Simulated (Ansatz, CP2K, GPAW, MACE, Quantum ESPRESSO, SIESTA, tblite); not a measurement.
## Running generalised stacking fault on (110) of a LiCl-LiBr solid solution (56 atoms) with Quantum ESPRESSO

How do the settings of Quantum ESPRESSO change the result for generalised stacking fault on (110) of a LiCl-LiBr solid solution (56 atoms)? A plane-wave run serves as the yardstick.

Program: Quantum ESPRESSO 7.5. Level of theory: the method is named at each step. Results are calculated unless marked as measured.

## Step 1: The starting structure

The cell holds 56 atoms: 28 Li, 10 Br and 18 Cl. Cell: a = 7.448 Å, b = 5.266 Å, c = 26.357 Å, α = 90.0°, β = 85.3°, γ = 90.0°. Rock-salt LiCl lattice (a = 5.2663 Å, the value set for the mixture), cell with z along [110], 2 x 1 x 7 periods; the third cell vector is tilted by 0.583 of 1/2[1-10] and lengthened by 0.2 Å, so the cell holds one fault; displaced by a Gaussian of 0.01 Å; 10 of 28 Cl sites given to Br at random (lattice constant by Vegard's rule between LiCl and LiBr). Then every atom was moved at random, 0.02 Å r.m.s. a Cartesian component. The structure's axis is c.

The yardstick, on the same geometry:

* method: Kohn-Sham DFT, PBE, PAW, plane waves (Ansatz 0.2.0); cutoff 420 eV, Γ point, fermi-dirac smearing of 0.05 eV; PAW set soft_2
* r.m.s. force component: 0.5131 eV/Å
* longest force: 3.113 eV/Å
* pressure: 0.7208 GPa
* gap (highest filled to lowest empty level): 5.255 eV
* SCF cycles: 7
* time: 6.9 s on 4 threads of Arm Neoverse V1, shared host
* CPU time: 24 s

## Step 2: PBE, sssp-1.3.0-efficiency, 45/360 Ry

Method: Kohn-Sham DFT, PBE, SSSP efficiency 1.3.0 pseudopotentials, plane waves.

pw.in

```
&control
  calculation = 'scf'
  pseudo_dir = './pseudo'
  outdir = './tmp'
  disk_io = 'none'
  tprnfor = .true.
  tstress = .true.
/
&system
  ibrav = 0
  nat = 56
  ntyp = 3
  ecutwfc = 45
  ecutrho = 360
  nosym = .true.
  occupations = 'smearing'
  smearing = 'fd'
  degauss = 0.003675
/
&electrons
  conv_thr = 2.8e-07
  electron_maxstep = 100
  mixing_beta = 0.2
  mixing_mode = 'local-TF'
  diagonalization = 'david'
/
ATOMIC_SPECIES
Li 6.940 Li.upf
Br 79.904 Br.upf
Cl 35.450 Cl.upf
CELL_PARAMETERS angstrom
7.44767 0.00000 0.00000
0.00000 5.26630 0.00000
2.17226 0.00000 26.26686
ATOMIC_POSITIONS crystal
Li 0.71914 0.00417 0.99294
Br 0.72715 0.00088 0.07141
Li 0.95570 0.99826 0.14243
Cl 0.69147 0.00119 0.21261
Li 0.91973 0.00003 0.28310
Cl 0.64037 0.99698 0.35533
Li 0.87395 0.00222 0.42497
Cl 0.60624 0.00088 0.49655
Li 0.83965 0.00010 0.56585
Cl 0.56851 0.00285 0.63661
Li 0.79681 0.00065 0.70836
Cl 0.52441 1.00000 0.77985
Li 0.75685 0.00662 0.84998
Cl 0.48172 0.99573 0.92011
Li 0.21432 0.00477 0.99358
Br 0.22791 0.00902 0.07010
Li 0.45787 0.99830 0.14128
Cl 0.18434 0.99902 0.21117
Li 0.41763 0.00460 0.28358
Br 0.14645 0.99682 0.35354
Li 0.37372 0.99633 0.42542
Cl 0.10343 0.00350 0.49682
Li 0.32970 0.00022 0.56779
Cl 0.06549 0.99805 0.63750
Li 0.29387 0.99627 0.70848
Cl 0.01955 0.00274 0.77913
Li 0.24804 0.00494 0.84918
Cl 0.98157 0.99875 0.92062
Li 0.23086 0.51084 0.07143
Cl 0.96338 0.49623 0.14098
Li 0.18954 0.49989 0.21265
Cl 0.91552 0.49929 0.28232
Li 0.14786 0.48598 0.35447
Br 0.87199 0.49739 0.42582
Li 0.10527 0.49839 0.49646
Cl 0.83292 0.49609 0.56559
Li 0.06844 0.49931 0.63804
Cl 0.79125 0.50108 0.70853
Li 0.02231 0.49778 0.77872
Cl 0.76053 0.50005 0.85035
Li 0.98002 0.49631 0.91974
Cl 0.71091 0.50907 0.99147
Li 0.73177 0.50125 0.07164
Br 0.46126 0.50237 0.14121
Li 0.68717 0.49664 0.21236
Br 0.41405 0.49908 0.28223
Li 0.64822 0.49687 0.35518
Br 0.37358 0.50521 0.42571
Li 0.60208 0.49597 0.49689
Cl 0.33086 0.50053 0.56783
Li 0.56705 0.50009 0.63685
Br 0.29481 0.49543 0.70768
Li 0.51986 0.49627 0.78006
Br 0.25106 0.49941 0.84928
Li 0.47975 0.49365 0.92016
Br 0.20739 0.50397 0.99255
K_POINTS gamma
```

Run with:

```sh
$ OMP_NUM_THREADS=1 mpirun -np 2 pw.x -in pw.in > output.txt
```

The log of the run:

```text
Program PWSCF
     gamma-point specific algorithms are used
     Parallelization info
     sticks:   dense  smooth     PW     G-vecs:    dense   smooth      PW
     Min        2003    1002    248               400895   141740   17698
     Max        2006    1005    251               400916   141751   17701
     Sum        4009    2007    499               801811   283491   35399
     bravais-lattice index     =            0
     lattice parameter (alat)  =      14.0741  a.u.
     unit-cell volume          =    6952.3365 (a.u.)^3
     number of atoms/cell      =           56
     number of atomic types    =            3
     number of electrons       =       280.00
     number of Kohn-Sham states=          168
     kinetic-energy cutoff     =      45.0000  Ry
     charge density cutoff     =     360.0000  Ry
     scf convergence threshold =      2.8E-07
     mixing beta               =       0.2000
     number of iterations used =            8  local-TF  mixing
     Exchange-correlation=  SLA  PW   PBX  PBC
                           (   1   4   3   4   0   0   0)
     crystal axes: (cart. coord. in units of alat)
               a(1) = (   1.000000   0.000000   0.000000 )
               a(2) = (   0.000000   0.707107   0.000000 )
               a(3) = (   0.291670   0.000000   3.526856 )
     reciprocal axes: (cart. coord. in units 2 pi/alat)
               b(1) = (  1.000000  0.000000 -0.082700 )
               b(2) = (  0.000000  1.414213  0.000000 )
               b(3) = (  0.000000  0.000000  0.283539 )
     PseudoPot. # 1 for Li:
     Pseudo is Ultrasoft, Zval =  3.0
     PseudoPot. # 2 for Br:
     Pseudo is Ultrasoft + core correction, Zval =  7.0
     PseudoPot. # 3 for Cl:
     Pseudo is Ultrasoft + core correction, Zval =  7.0
     atomic species   valence    mass     pseudopotential
     Li                3.00     6.94000     Li( 1.00)
     Br                7.00    79.90400     Br( 1.00)
     Cl                7.00    35.45000     Cl( 1.00)
     No symmetry found
   Cartesian axes
     number of k points=     1  Fermi-Dirac smearing, width (Ry)=  0.0037
                       cart. coord. in units 2pi/alat
        k(    1) = (   0.0000000   0.0000000   0.0000000), wk =   2.0000000
     Dense  grid:   400906 G-vectors     FFT dimensions: (  90,  64, 320)
     Smooth grid:   141746 G-vectors     FFT dimensions: (  64,  45, 216)
     Initial potential from superposition of free atoms
     starting charge     267.3789, renormalised to     280.0000
     negative rho (up, down):  2.834E-01 0.000E+00
     Starting wfcs are  252 randomized atomic wfcs
     Self-consistent Calculation
     iteration #  1     ecut=    45.00 Ry     beta= 0.20
     Threshold (ethr) on eigenvalues was too large:
     Diagonalizing with lowered threshold
     c_bands:  1 eigenvalues not converged
     negative rho (up, down):  2.763E-01 0.000E+00
     total energy              =   -1480.14267054 Ry
     estimated scf accuracy    <       0.50379550 Ry
     iteration #  2     ecut=    45.00 Ry     beta= 0.20
     negative rho (up, down):  2.354E-01 0.000E+00
     total energy              =   -1479.90375862 Ry
     estimated scf accuracy    <       0.38194481 Ry
     iteration #  3     ecut=    45.00 Ry     beta= 0.20
     negative rho (up, down):  2.385E-01 0.000E+00
     total energy              =   -1479.94503001 Ry
     estimated scf accuracy    <       0.01981154 Ry
     iteration #  4     ecut=    45.00 Ry     beta= 0.20
     c_bands:  2 eigenvalues not converged
     negative rho (up, down):  2.470E-01 0.000E+00
     total energy              =   -1479.94781485 Ry
     estimated scf accuracy    <       0.02006475 Ry
     iteration #  5     ecut=    45.00 Ry     beta= 0.20
     negative rho (up, down):  2.730E-01 0.000E+00
     total energy              =   -1479.93950512 Ry
     estimated scf accuracy    <       0.01396941 Ry
     iteration #  6     ecut=    45.00 Ry     beta= 0.20
[...]
total energy              =   -1479.94321110 Ry
     estimated scf accuracy    <       0.00307056 Ry
[...]
total energy              =   -1479.94255556 Ry
[...]
iteration # 24     ecut=    45.00 Ry     beta= 0.20
[...]
total energy              =   -1479.94255579 Ry
     estimated scf accuracy    <       0.00000081 Ry
     iteration # 25     ecut=    45.00 Ry     beta= 0.20
[...]
total energy              =   -1479.94255570 Ry
     estimated scf accuracy    <       0.00000059 Ry
     iteration # 26     ecut=    45.00 Ry     beta= 0.20
     negative rho (up, down):  2.602E-01 0.000E+00
     End of self-consistent calculation
          k = 0.0000 0.0000 0.0000 ( 17700 PWs)   bands (ev):
   -42.2194 -42.1905 -42.1729 -42.1706 -42.1622 -42.1539 -42.1511 -42.1424
   -42.1366 -42.1364 -42.1342 -42.1151 -42.1101 -42.1059 -42.0973 -42.0864
   -42.0790 -42.0670 -42.0411 -42.0101 -42.0097 -42.0050 -41.9676 -41.9256
   -41.7717 -41.6998 -41.6653 -41.6582 -11.7481 -11.6444 -11.5994 -11.4851
   -11.4359 -11.2721 -11.2647 -11.2269 -11.1943 -11.1747 -11.1492 -11.1359
   -11.1172 -11.1068 -11.0925 -11.0787 -11.0568 -11.0397 -11.0266 -11.0116
[...]
8.7030   8.7525   8.8014   8.9181   9.0115   9.0660   9.0976   9.1946
     9.2033   9.2157   9.2774   9.3076   9.3629   9.4094   9.4361   9.4426
     9.4989   9.5164   9.5720   9.6181   9.6484   9.6793   9.7093   9.8563
     the Fermi energy is     3.7218 ev
!    total energy              =   -1479.94255561 Ry
     estimated scf accuracy    <       0.00000025 Ry
     smearing contrib. (-TS)   =      -0.00000000 Ry
     internal energy E=F+TS    =   -1479.94255561 Ry
     The total energy is F=E-TS. E is the sum of the following terms:
     one-electron contribution =    -295.21006219 Ry
     hartree contribution      =     213.17011947 Ry
     xc contribution           =    -529.25829966 Ry
     ewald contribution        =    -868.64431323 Ry
     convergence has been achieved in  26 iterations
     negative rho (up, down):  2.602E-01 0.000E+00
     Forces acting on atoms (cartesian axes, Ry/au):
     atom    1 type  1   force =    -0.01191125   -0.00014582   -0.09970084
     atom    2 type  2   force =     0.01340626    0.00084776    0.09179004
     atom    3 type  1   force =     0.00248681    0.00043640    0.00369305
     atom    4 type  3   force =    -0.00287844   -0.00061140    0.00317818
     atom    5 type  1   force =    -0.00669864   -0.00029807   -0.00694483
     atom    6 type  3   force =     0.00387631    0.00147972   -0.00102150
[...]
atom   54 type  2   force =     0.00216864    0.00153161    0.00061236
     atom   55 type  1   force =     0.00998106    0.00131476    0.00509412
     atom   56 type  2   force =    -0.01322996   -0.00068153   -0.08682962
     Total force =     0.259867     Total SCF correction =     0.000940
     Computing stress (Cartesian axis) and pressure
     negative rho (up, down):  2.602E-01 0.000E+00
          total   stress  (Ry/bohr**3)                   (kbar)     P=        7.08
   0.00021775   0.00000006   0.00002558           32.03        0.01        3.76
   0.00000006  -0.00018981   0.00000036            0.01      -27.92        0.05
   0.00002558   0.00000036   0.00011649            3.76        0.05       17.14
     Message from routine punch:
     Nothing written, as per user request (disk_io='none')
```

Elapsed: 3.9 min, on 2 MPI ranks of Arm Neoverse V1, shared host; peak memory 2 GiB; 7.9 min of CPU time.

Banners, paths, timers and routine set-up lines are dropped from the logs unmarked, and long logs keep their key lines alone; longer cuts are marked.

Against the reference:

```
r.m.s. force component                           : 0.5155 eV/Å
r.m.s. difference of force components            : 2.44 meV/Å
longest difference of force vectors              : 16.29 meV/Å
force difference over r.m.s. force               : 0.4755 %
slope of forces against the reference's          : 1.005
correlation of force components                  : 1
gap (highest filled to lowest empty level) : 5.253 eV
gap difference                                   : -0.0024 eV
pressure                                         : 0.7083 GPa
pressure difference                              : -0.0125 GPa
```

Length of the force difference by element (eV/Å):

```csv
element,atoms,mean,most
Br,10,0.0043,0.016
Cl,18,8.0e-4,0.0034
Li,28,0.0019,0.015
```

Levels nearest the highest filled one (eV from it): -0.78, -0.69, -0.64, -0.62, -0.60, -0.59, -0.55, -0.54, -0.39, -0.37, -0.20, 0.00, 5.25, 5.68, 5.69, 6.38, 6.49, 6.54, 6.58, 6.70, 6.79, 6.85, 6.88, 6.98.

The surroundings of Li29, which has 5 bonded neighbours where the commonest count for Li is 6, nearest first, numbered as they follow in the input and with coordinates relative to it.

```csv
atom,x,y,z,distance (Å),bonds,Fx,Fy,Fz (eV/Å)
Li29,0.00,0.00,0.00,0.00,5,0.17,-0.01,2.10
Br56,-0.35,-0.04,-2.07,2.10,5,-0.34,-0.02,-2.23
Cl30,-1.84,-0.08,1.83,2.59,6,-0.08,0.07,-0.06
Br44,1.87,-0.04,1.83,2.62,6,-0.02,-0.02,-0.13
Br16,-0.02,2.62,-0.03,2.62,5,0.44,-0.05,3.04
Br16,-0.02,-2.64,-0.03,2.64,5,0.44,-0.05,3.04
Li15,-0.29,2.60,-2.04,3.32,5,-0.38,-0.04,-3.10
Li15,-0.29,-2.67,-2.04,3.37,5,-0.38,-0.04,-3.10
Li17,1.84,2.57,1.83,3.65,6,-0.01,0.04,0.14
```

Forces lie 0.48 % from the reference's, at 19 times its CPU time (on 2 against 4 cores).

## Step 3: PBE, sssp-1.3.0-efficiency, 45/360 Ry, cg

Method: Kohn-Sham DFT, PBE, SSSP efficiency 1.3.0 pseudopotentials, plane waves.

pw.in, as its differences from that of step 2:

```diff
@@ -24,3 +24,3 @@
   mixing_mode = 'local-TF'
-  diagonalization = 'david'
+  diagonalization = 'cg'
 /
```

Run with:

```sh
$ OMP_NUM_THREADS=1 mpirun -np 4 pw.x -in pw.in > output.txt
```

The log of the run:

```text
[banner, memory and clock lines left out]
Program PWSCF
     gamma-point specific algorithms are used
     one sub-group per band group will be used
     bravais-lattice index     =            0
[... lines left out ...]
     c_bands:  1 eigenvalues not converged
[... lines left out ...]
     c_bands:  3 eigenvalues not converged
[... lines left out ...]
     c_bands:  1 eigenvalues not converged
[... lines left out ...]
     c_bands:  1 eigenvalues not converged
[... lines left out ...]
     total energy              =   -1479.94255570 Ry
[... lines left out ...]
     total energy              =   -1479.94255567 Ry
[... lines left out ...]
     the Fermi energy is     3.7256 ev
!    total energy              =   -1479.94255566 Ry
[... lines left out ...]
     internal energy E=F+TS    =   -1479.94255566 Ry
     The total energy is F=E-TS. E is the sum of the following terms:
     one-electron contribution =    -295.20911028 Ry
     hartree contribution      =     213.16863404 Ry
     xc contribution           =    -529.25776619 Ry
     ewald contribution        =    -868.64431323 Ry
     convergence has been achieved in  32 iterations
     negative rho (up, down):  2.602E-01 0.000E+00
     Forces acting on atoms (cartesian axes, Ry/au):
     atom    1 type  1   force =    -0.01190298   -0.00014142   -0.09966087
     atom    2 type  2   force =     0.01341137    0.00085055    0.09179416
     atom    3 type  1   force =     0.00248004    0.00043638    0.00364586
[...]
atom   55 type  1   force =     0.00998794    0.00133749    0.00513030
     atom   56 type  2   force =    -0.01324166   -0.00067755   -0.08682801
     Total force =     0.259861     Total SCF correction =     0.000819
     Computing stress (Cartesian axis) and pressure
     negative rho (up, down):  2.602E-01 0.000E+00
          total   stress  (Ry/bohr**3)                   (kbar)     P=        6.97
   0.00021700   0.00000006   0.00002558           31.92        0.01        3.76
   0.00000006  -0.00019056   0.00000036            0.01      -28.03        0.05
   0.00002558   0.00000036   0.00011573            3.76        0.05       17.02
     Message from routine punch:
     Nothing written, as per user request (disk_io='none')
```

Elapsed: 5.8 min, on 4 MPI ranks; peak memory 2 GiB; 23 min of CPU time.

Compared with the plane-wave run:

```
r.m.s. force component                           : 0.5155 eV/Å
r.m.s. difference of force components            : 2.512 meV/Å
longest difference of force vectors              : 16.59 meV/Å
force difference over r.m.s. force               : 0.4896 %
slope of forces against the reference's          : 1.005
correlation of force components                  : 1
gap (highest filled to lowest empty level) : 5.254 eV
gap difference                                   : -0.0014 eV
pressure                                         : 0.697 GPa
pressure difference                              : -0.0238 GPa
energy less the same-level run's                 : 0 meV/atom
r.m.s. force difference from the same-level run  : 0.655 meV/Å
```

Against the first run (0.48 %), the force difference from the reference is 0.49 %, at 2.9 times the CPU time (on 4 against 2 cores): another solver or mixer reaches the same state.

The run ends at a pressure of 0.70 GPa, with forces up to 3.1 eV/Å.

## Step 4: All runs compared

Differences are against the plane-wave reference, forces as r.m.s. over components; share is that over the reference's r.m.s. force, slope the least-squares factor from reference forces to these. Total energies of different programs have different zeros and aren't compared.

```csv
run,"Δ force, r.m.s. (meV/Å)",share (%),slope,Δ pressure (GPa),Δ gap (eV),cores,CPU time,memory (GiB)
reference,-,-,-,-,-,4,24 s,0.95
"QE PBE, sssp-1.3.0-efficiency, 45/360 Ry",2.44,0.475,1.005,-0.0125,-0.0024,2,7.9 min,2.0
"QE PBE, sssp-1.3.0-efficiency, 45/360 Ry, cg",2.51,0.490,1.005,-0.0238,-0.0014,4,23 min,2.0
```

CPU time is summed over cores on a shared host, where runs went side by side, so it is rough. Symmetry, cutoffs, thresholds, outputs and thread counts weren't matched or tuned between programs; memory under MPI is the largest rank's times the ranks.

Within one program, basis, potentials and functional, energies share a zero. Each run against its twin at the usual cutoff or grid and solver:

```csv
run,twin,Δ energy (meV/atom),"Δ force, r.m.s. (meV/Å)",CPU time over the twin's
"QE PBE, sssp-1.3.0-efficiency, 45/360 Ry, cg","sssp-1.3.0-efficiency, 45/360 Ry",0,0.655,2.9 (this twin ran on 2 cores)
```

## Step 5: Outcome

```
nearest in forces : QE PBE, sssp-1.3.0-efficiency, 45/360 Ry, 0.48 %
its CPU time      : 7.9 min
```

PBE on plane waves or a grid with other potentials, cutoffs or grids differs from the reference by 0.48 % (QE PBE, sssp-1.3.0-efficiency, 45/360 Ry) to 0.49 % (QE PBE, sssp-1.3.0-efficiency, 45/360 Ry, cg) of the r.m.s. force; this holds the reference's own error, so differences of a few per cent don't tell which side is nearer the exact PBE result (QE's 45 Ry are 612 eV, against the reference's 420 eV). None of the electronic-structure runs in the table takes under half the reference's CPU time of 24 s; they take 19 to 57 times as much. PBE gaps agree with the reference's 5.26 eV within 0.003 eV. These are spacings on the run's k-points, which needn't hold the band edges. The cell is under 6 Å thick along one periodic direction, so every atom has periodic images of itself close by, which move with it and show among its neighbours and in g(r). The reference's stress is far from hydrostatic: its diagonal is 3.2, -2.8, 1.7 GPa, compression counted positive. The host structure and its lattice constant were typed by rule, without a check against the phase diagram. The electronic-structure runs sample only Γ, in a cell whose shortest periodic width is 5 Å.

[Also dropped from logs without a mark: logging warnings of Python, and SIESTA's first energy breakdown and zero terms.]

[Logs are printed without paths, hosts, clocks, repeated set-up lines and the standing remarks that a program may print on its own settings, such as how far it seeks lower states.]

[Hosts, paths, dates, database ids (printed as entryN), source tags and the programs' standing remarks are cut or masked in the printed files.]
